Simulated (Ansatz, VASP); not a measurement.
# Cross-check of ZnO (zincite) between VASP and Ansatz, part 3 of 3

Wanted: the spread between two codes on one cell, functional and k mesh.

VASP 6.6.1 and Ansatz 0.2.0.

So far. Step 4 (Comparison): The forces differ by 7.8 meV/Å r.m.s., which is 15.4 % of the r.m.s. force of 0.05 eV/Å (both taken over all components). Among the levels compared at these points, filled levels agree within 14 meV and empty ones within 34 meV.

### Step 5. VASP: band structure, PBE-EpsX with an exact-exchange share of 0.171

Level of this step: PBE-EpsX, exact-exchange share 1/5.865; plane waves and PAW (Zn, O) (VASP).

Levels along a path test the potential and the projectors away from the mesh points.

The run reads the wave functions of an earlier VASP run, which isn't shown here.

Contents of INCAR:

```
SYSTEM = ZnO
PREC = Accurate
ENCUT = 520
EDIFF = 1E-06
NELM = 100
ISMEAR = 0
SIGMA = 0.02
LREAL = .FALSE.
ALGO = Normal
LHFCALC = .TRUE.
AEXX = 0.171
GGA = PE
LASPH = .TRUE.
NBANDS = 24
PRECFOCK = Fast
HFRCUT = -1
LORBIT = 11
LWAVE = .FALSE.
LCHARG = .FALSE.
KPAR = 8
```

Contents of POSCAR:

```
ZnO
1.0
    3.2493080000      0.0000000000      0.0000000000
   -1.6246540000      2.8139832727      0.0000000000
    0.0000000000      0.0000000000      5.2057090000
Zn O
2 2
Direct
    0.3333333333      0.6666666667      0.5000000000
    0.6666666667      0.3333333333      0.0000000000
    0.6666666667      0.3333333333      0.3790100000
    0.3333333333      0.6666666667      0.8790100000
```

Contents of KPOINTS:

```
Automatic mesh
0
Gamma
5 5 3
0 0 0
```

Contents of KPOINTS_OPT:

```
Line mode
6
Line-mode
Reciprocal
  0.00000000   0.00000000   0.00000000 GAMMA
  0.50000000   0.00000000   0.00000000 M

  0.50000000   0.00000000   0.00000000 M
  0.33333333   0.33333333   0.00000000 K

  0.33333333   0.33333333   0.00000000 K
  0.00000000   0.00000000   0.00000000 GAMMA

  0.00000000   0.00000000   0.00000000 GAMMA
  0.00000000   0.00000000   0.50000000 A

  0.00000000   0.00000000   0.50000000 A
  0.50000000   0.00000000   0.50000000 L

  0.50000000   0.00000000   0.50000000 L
  0.33333333   0.33333333   0.50000000 H

  0.33333333   0.33333333   0.50000000 H
  0.00000000   0.00000000   0.50000000 A

  0.50000000   0.00000000   0.50000000 L
  0.50000000   0.00000000   0.00000000 M

  0.33333333   0.33333333   0.00000000 K
  0.33333333   0.33333333   0.50000000 H
```

The projector-augmented-wave data sets are Zn and O (PBE family, release 64).

The run is started by

```sh
> mpirun -np 8 vasp_std
```

Numbers of over 12 decimals in the logs are rounded to 6 here.

What it wrote:

```text
[banner, memory and clock lines left out]
running    8 mpi-ranks, on    1 nodes
[...]
[... a notice as in an earlier step ...]

 LDA part: xc-table for (Slater+PW92), standard interpolation
 found WAVECAR, reading the header
 POSCAR, INCAR and KPOINTS ok, starting setup
[...]
HFRCUT set to (new)   9.481018
 reading WAVECAR
 the WAVECAR file was read successfully
 initial charge from wavefunction
 entering main loop
       N       E                     dE             d eps       ncg     rms          rms(c)
DAV:   1    -0.219108725519E+02   -0.21911E+02   -0.54307E-01   600   0.257E+01    0.162E+00
DAV:   2    -0.219018150737E+02    0.90575E-02   -0.25940E-01   584   0.916E+00    0.536E-01
DAV:   3    -0.219024576457E+02   -0.64257E-03   -0.18754E-02   672   0.223E+00    0.296E-01
DAV:   4    -0.219024106490E+02    0.46997E-04   -0.19465E-03   544   0.349E-01    0.164E-01
[...]
DAV:   8    -0.219022468261E+02    0.42113E-05   -0.21676E-06   400   0.164E-02    0.203E-02
DAV:   9    -0.219022451483E+02    0.16779E-05   -0.78606E-07   344   0.113E-02    0.121E-02
DAV:  10    -0.219022444571E+02    0.69119E-06   -0.63063E-07   264   0.909E-03
   1 F= -.21902244E+02 E0= -.21902244E+02  d E =-.227439E-24
 Start KPOINTS_OPT (optional k-point list driver)
k-point batch [1-10\54]
       N       E                     dE             ncg
DAV:   1     0.118047893042E+04   -0.83794E+04      488
DAV:   2    -0.179793113610E+04   -0.29784E+04      528
DAV:   3    -0.208995829927E+04   -0.29203E+03      536
DAV:   4    -0.209691988398E+04   -0.69616E+01      584
DAV:   5    -0.209698199223E+04   -0.62108E-01      632
DAV:   6    -0.209698252634E+04   -0.53411E-03      600
DAV:   7    -0.209698253266E+04   -0.63255E-05      568
DAV:   8    -0.209698253276E+04   -0.96815E-07      416
[...]
k-point batch [51-54\54]
       N       E                     dE             ncg
DAV:   1     0.877532950142E+04   -0.55590E+04      192
DAV:   2     0.760064880536E+04   -0.11747E+04      208
DAV:   3     0.748055480187E+04   -0.12009E+03      216
DAV:   4     0.747778007531E+04   -0.27747E+01      208
DAV:   5     0.747775879048E+04   -0.21285E-01      224
DAV:   6     0.747775863583E+04   -0.15465E-03      216
DAV:   7     0.747775863428E+04   -0.15504E-05      176
DAV:   8     0.747775863425E+04   -0.30833E-07      128
```

Parts of OUTCAR (step 5):

```text
 POSITION                                       TOTAL-FORCE (eV/Angst)
 -----------------------------------------------------------------------------------
     -0.00000      1.87599      2.60285         0.000000     -0.000000     -0.079459
      1.62465      0.93799      0.00000        -0.000000      0.000000     -0.079459
      1.62465      0.93799      1.97302         0.000000      0.000000      0.079459
     -0.00000      1.87599      4.57587         0.000000     -0.000000      0.079459
 -----------------------------------------------------------------------------------
    total drift:                               -0.000003      0.000000     -0.000547

  FREE ENERGIE OF THE ION-ELECTRON SYSTEM (eV)
  ---------------------------------------------------
  free  energy   TOTEN  =       -21.9022444571 eV

  energy  without entropy=      -21.9022444571  energy(sigma->0) =      -21.90224446

[... 2 parts as in an earlier step ...]

[... 1 further part left out ...]
[key lines of the parts left out:]
E-fermi :   0.2169
```

### Step 6. Ansatz: band structure, PBE-EpsX with an exact-exchange share of 0.171

The same cell, functional, mesh and smearing now go to Ansatz, which takes its cutoff from its data sets.

Contents of input.yaml:

```yaml
crystal:
  lattice:
    - [3.249308, 0.0, 0.0]
    - [-1.624654, 2.8139832727, 0.0]
    - [0.0, 0.0, 5.205709]
  atoms:
    - { symbol: Zn, position: [0.3333333333, 0.6666666667, 0.5] }
    - { symbol: Zn, position: [0.6666666667, 0.3333333333, 0.0] }
    - { symbol: O, position: [0.6666666667, 0.3333333333, 0.37901] }
    - { symbol: O, position: [0.3333333333, 0.6666666667, 0.87901] }
hamiltonian:
  xc: { exchange: pbe, correlation: pbe, exx: { coeff: 0.171 } }
  pseudopotentials: { kind: paw }
kpoints:
  mp_grid: { grid: [5, 5, 3] }
  band_path:
    path:
      - [0.0, 0.0, 0.0]
      - [0.4, 0.0, 0.0]
      - [0.4, 0.2, 0.0]
      - [0.2, 0.2, 0.0]
      - [0.0, 0.0, 0.1]
      - [0.0, 0.0, 0.5]
      - [0.4, 0.0, 0.5]
      - [0.4, 0.2, 0.5]
      - [0.2, 0.2, 0.5]
      - [0.5, 0.0, 0.4]
      - [0.33333, 0.33333, 0.0]
      - [0.33333, 0.33333, 0.5]
    npoints: 1
scf:
  occupations: { method: gaussian, width: 0.02 }
  n_extra_bands: 8
output:
  forces: true
  stress: true
  eigenvalues: true
```

The run is started by

```sh
> ansatz run input.yaml --threads 4 --pin off --max-ram 9216MiB --backend cpu --events-out ev --progress --plain --runs-dir out
```

What it wrote:

```text
[...]
Crystal: 4 atoms, lattice volume = 47.598 Å³
Basis set: ecut = 420 eV, 941 PW (Γ), exchange–correlation on 48×48×72 points (8 copies of the dense FFT grid, shifted against one another)
Bands: 26, of which v1, the nominal top of the filled ones, is band 18 counted from 1 (17 counted from 0)
Symmetry: 12 space group operations
[...]
k-points: 10 of 75 (time reversal used)
[...]
--- Band table (eV; the first three rows and the last of 10) ---
  k-point 0: bands = [... 14 lower, 5.2222, 6.0176, 6.0795, 6.0795, 8.5170, 13.1826, 16.2964, 20.9392, ... 4 higher]
  k-point 1: bands = [... 14 lower, 5.4392, 5.4392, 5.8673, 5.8673, 10.1595, 12.2538, 17.1290, 19.6193, ... 4 higher]
  k-point 2: bands = [... 14 lower, 4.6695, 4.7144, 5.7217, 5.7998, 10.3939, 14.6031, 16.1833, 18.2966, ... 4 higher]
  k-point 9: bands = [... 14 lower, 3.1547, 4.0954, 4.3680, 4.8509, 14.4515, 15.0865, 16.1754, 16.9075, ... 4 higher]
[key lines of the parts left out:]
Free energy (F): -7773.660158 eV
Fermi energy:    7.298305 eV
P = ⅓ Tr σ = 1.6765 GPa (16.765 kbar)
```

Wall time 32 s (4 threads of Arm Neoverse V1, shared host); peak memory 0.68 GiB.

### Step 7. Side by side

What differs besides the data sets and the points named for the pairs above, as far as they apply: the cutoff is 420 eV in Ansatz and 520 eV in VASP. Total energies have different zeros and are not compared.

Both answers:

```
                     quantity  Ansatz   VASP  difference
gap over the path points (eV)   2.438  2.408      +0.030
```

Forces (eV/Å; atoms numbered as in POSCAR):

```
atom        Ansatz x, y, z          VASP x, y, z
 Zn1  0.000, 0.000, -0.075  0.000, 0.000, -0.079
 Zn2  0.000, 0.000, -0.075  0.000, 0.000, -0.079
  O3   0.000, 0.000, 0.075   0.000, 0.000, 0.079
  O4   0.000, 0.000, 0.075   0.000, 0.000, 0.079
```

Levels at points of the path, from each program's valence-band top (eV; 4 filled, then empty):

```
k (reciprocal lattice)                                   Ansatz                                     VASP
     0.000 0.000 0.000    -0.86 -0.06 0.00 0.00 2.44 7.10 10.22    -0.86 -0.06 0.00 0.00 2.41 7.07 10.21
     0.400 0.000 0.000   -2.85 -2.21 -1.15 -0.77 6.87 9.29 9.47   -2.85 -2.23 -1.15 -0.78 6.85 9.26 9.45
     0.400 0.200 0.000   -3.48 -2.51 -1.70 -1.41 8.68 9.39 9.45   -3.49 -2.51 -1.71 -1.41 8.65 9.37 9.43
     0.200 0.200 0.000  -2.96 -2.25 -0.97 -0.90 6.44 9.57 10.48  -2.95 -2.25 -0.96 -0.90 6.42 9.54 10.45
     0.000 0.000 0.100  -0.84 -0.26 -0.02 -0.02 2.66 7.01 10.29  -0.84 -0.26 -0.02 -0.02 2.64 6.98 10.28
     0.000 0.000 0.500  -0.43 -0.43 -0.43 -0.43 5.20 5.20 12.10  -0.43 -0.43 -0.43 -0.43 5.18 5.18 12.07
     0.400 0.000 0.500  -1.46 -1.46 -1.44 -1.44 7.34 7.34 10.65  -1.47 -1.47 -1.44 -1.44 7.32 7.32 10.63
     0.400 0.200 0.500  -2.45 -2.45 -1.29 -1.29 8.58 8.58 10.53  -2.45 -2.45 -1.30 -1.30 8.55 8.55 10.51
     0.200 0.200 0.500  -1.78 -1.78 -1.34 -1.34 7.50 7.50 11.05  -1.79 -1.79 -1.34 -1.34 7.47 7.47 11.02
     0.500 0.000 0.400  -1.81 -1.75 -1.35 -1.22 7.29 7.79 10.32  -1.82 -1.75 -1.36 -1.23 7.26 7.76 10.29
```

The forces differ by 2.4 meV/Å r.m.s., which is 5.2 % of the r.m.s. force of 0.05 eV/Å (both taken over all components). Among the levels compared at these points, filled levels agree within 16 meV and empty ones within 38 meV.

### Step 8. Summary of results

```yaml
difference_in_gap_over_the_path_points_band_structure_r2scanh_with_an_exact_exchange_share_of_0p1: 0.014 eV
r_m_s_force_difference_band_structure_r2scanh_with_an_exact_exchange_share_of_0p1: 7.8 meV/Å
difference_in_gap_over_the_path_points_band_structure_pbe_epsx_with_an_exact_exchange_share_of_0p171: 0.030 eV
```

The r.m.s. force difference is 7.8 meV/Å (band structure, r2SCANh with an exact-exchange share of 0.1), within the 12 meV/Å picked in this series as the mark of a large difference. How closely two codes agree says nothing of how well the functional describes the real material.

[Lines on the potential files, build, host, timing and source positions are cut from VASP's logs without a mark.]

[Logs are printed without paths, hosts, clocks, repeated set-up lines and the standing remarks that a program may print on its own settings, such as how far it seeks lower states.]

[Hosts, paths, dates, database ids (printed as entryN), source tags and the programs' standing remarks are cut or masked in the printed files.]
